In a germanium crystal the electron levels change with the wave vector $k$, and how they change decides where electrons and holes collect. Suppose the levels are known at five wave vectors only. Can those at the centre of the Brillouin zone, called Γ, and halfway from there to the zone-boundary point L be worked out?

Electron levels of germanium in the diamond structure, from an all-electron LAPW+lo calculation with exciting (release sodium) and the PBE functional, without spin polarisation or spin-orbit coupling. The k mesh is 8×8×8, rgkmax is 9 and the Gaussian smearing is 0.011 eV wide; energies are counted from the valence top.

```csv
point a (reciprocal cell vector),point b (reciprocal cell vector),point c (reciprocal cell vector),level under 4 (eV),level under 3 (eV),level under 2 (eV),level under 1 (eV),level over 1 (eV),level over 2 (eV)
0.0000,0.0000,0.0000,?,?,?,?,?,?
0.2500,0.0000,0.0000,?,?,?,?,?,?
0.5000,0.0000,0.0000,-10.682,-7.594,-1.405,-1.405,0.186,3.747
0.2500,0.1250,0.0000,-12.079,-4.177,-1.513,-1.436,1.916,2.625
0.2500,0.2500,0.0000,-11.759,-4.715,-2.035,-2.035,1.022,2.750
0.3750,0.3750,0.0000,-10.531,-6.910,-2.806,-2.806,0.586,1.579
0.7500,0.5000,0.2500,-8.788,-8.788,-3.898,-3.898,4.326,4.326
```

Energies are counted from the valence top. The columns "level under 4" to "level under 1" hold the valence levels from the deepest to the highest, and "level over 1" and "level over 2" the two lowest conduction levels. L is the point (0.5, 0, 0); (0.25, 0.25, 0) and (0.375, 0.375, 0) lie on the way to another boundary point, X. The last row is a corner of the zone, called W. Below, $k$ is measured in units of $2\pi$ over the cube edge, so $k^2$ is 3/16 at the midpoint and 3/4 at L.

The deepest band comes mostly from s orbitals, and near Γ its electrons move almost as if free. Its energy should then rise as $k^2$. A least-squares parabola through the three known points nearest Γ is $-12.75+3.95\,k^2$ eV, with 0.84 of a free electron's curvature. L and W stay out of this fit because the zone boundary reshapes the band there.

The parabola puts the bottom level at −12.75 ± 0.15 eV for Γ and −12.01 ± 0.1 eV for the midpoint. These ranges, like those below, are judgements and not statistical errors.

The valence top at Γ consists of three bonding p states, so three levels should stand at 0. The lowest conduction level there needs no forecast. The calculation reports 0.03 eV for both the smallest gap and the smallest direct gap, which places that level 0.03 eV above the valence top.

So small a gap also shapes the second valence band. Two states that nearly coincide at Γ, and whose coupling grows in proportion to $k$, move apart almost linearly. The upper one soon runs into higher conduction bands, so the lowest conduction level doesn't keep rising with it. For the lower one, a least-squares fit to all five known points, with one term in $|k|$ and one in $k^2$, gives −4.33 ± 0.3 eV at the midpoint.

The other two p states remain a pair on the way to L. They resemble the bonding level of a hydrogen molecule, which has an antibonding partner about equally far above the atomic level if overlap is neglected. The likeness ends with the size of the splitting: in the molecule the distance sets it, in the crystal also the phase of the wave from atom to atom, and hence $k$.

At L the two partners lie at −1.405 and 3.747 eV, so their centre is $(3.747-1.405)/2=1.171$ eV. If the centre stays put, the valence top at Γ lies 1.171 eV below it and the antibonding partner as far above. The second conduction level at Γ should therefore be $2\times1.171=2.34$ eV, with a range of ± 0.4 eV, and belong to a set of three.

For the midpoint the splitting itself is needed. With hops between nearest neighbours only, half of it is

$$\sqrt{c\,(Vc+Ws)^2+s\,(Vs+Wc)^2},$$

where $c=\cos^2(\pi a/2)$, $s=1-c$ and $a$ is the table's "point a". The constants $V$ and $W$ measure the hops between p orbitals that point along the same cube axis and along different ones. It equals $V$ at Γ and $(V+W)/2$ at L, which fixes $V=1.171$ eV and $W=3.747+1.405-1.171=3.981$ eV.

This puts the valence pair at −0.83 eV and its partner at 3.17 eV, the latter with a range of ± 0.3 eV. The same constants place the pair 0.27 eV too high at both points towards X, presumably because farther hops are left out. Half of that error, a matter of judgement, is taken off the valence pair, which gives −0.97 ± 0.2 eV.

The lowest conduction band is assumed to run parallel to this pair over the outer half of the line, as it is known to do in germanium. Their separation at L is 1.591 eV, so the conduction level at the midpoint should be 0.62 ± 0.3 eV. That lies above the levels at both ends, so the band should have a hump between Γ and L.

The withheld rows as computed:

```csv
point a (reciprocal cell vector),point b (reciprocal cell vector),point c (reciprocal cell vector),level under 4 (eV),level under 3 (eV),level under 2 (eV),level under 1 (eV),level over 1 (eV),level over 2 (eV)
0.0000,0.0000,0.0000,-12.769,0.000,0.000,0.000,0.030,2.552
0.2500,0.0000,0.0000,-12.027,-4.715,-0.882,-0.882,0.674,3.632
```

The bottom band obeys the parabola to within 0.02 eV at both new points. At L, by contrast, the computed level lies 0.89 eV below it. There the wave is reflected by the lattice planes, and the two lowest bands repel each other. The free-electron picture thus serves in the inner part of the zone and fails at its boundary.

The hump is there. The computed conduction level at the midpoint is 0.67 eV, and its separation from the valence pair, 1.56 eV, is nearly that at L. The valence pair itself comes out at −0.88 eV, inside the range but closer to the uncorrected model. The error seen towards X thus did not carry over to this line at half its size.

The second valence band misses its range: it lies at −4.72 eV, 0.39 eV below the forecast. The reason can be read from the table. The point halfway to X has the same energy, although its $|k|$ is 0.50 and that of the midpoint only 0.43. The band falls faster towards L than towards X, and a formula that knows only the length of $k$ can't follow that. Such warping is expected for bands that start from p states, because their couplings depend on direction.

The other miss is the second conduction level at the midpoint, 3.63 eV, which is 0.46 eV above the forecast. At Γ the same model was 0.21 eV too low, within its range; whether that level belongs to a set of three can't be seen, as the table holds only two conduction levels. If these levels are the antibonding partners, the centre of the pair isn't fixed, and for a given valence level any error in it counts twice in the partner's energy. Farther hops or higher orbitals may move the centre; the levels alone don't tell which.

Where added electrons collect depends on the lowest conduction level, and here the calculation itself goes astray. It puts L 0.16 eV above Γ, whereas in real germanium the electrons collect at L, where they are heavier. PBE makes the gap too small, most of all at Γ. Spin-orbit coupling, left out here, would raise the valence top by roughly 0.1 eV, more than the whole computed gap, so even the label "semiconductor" isn't safe.

Interpolation inherits such errors, however well it reproduces the computed bands. Before effective masses or valley populations are taken from a germanium band structure, check that its lowest conduction level lies at L and that its gap is near the real one, roughly 0.7 eV.
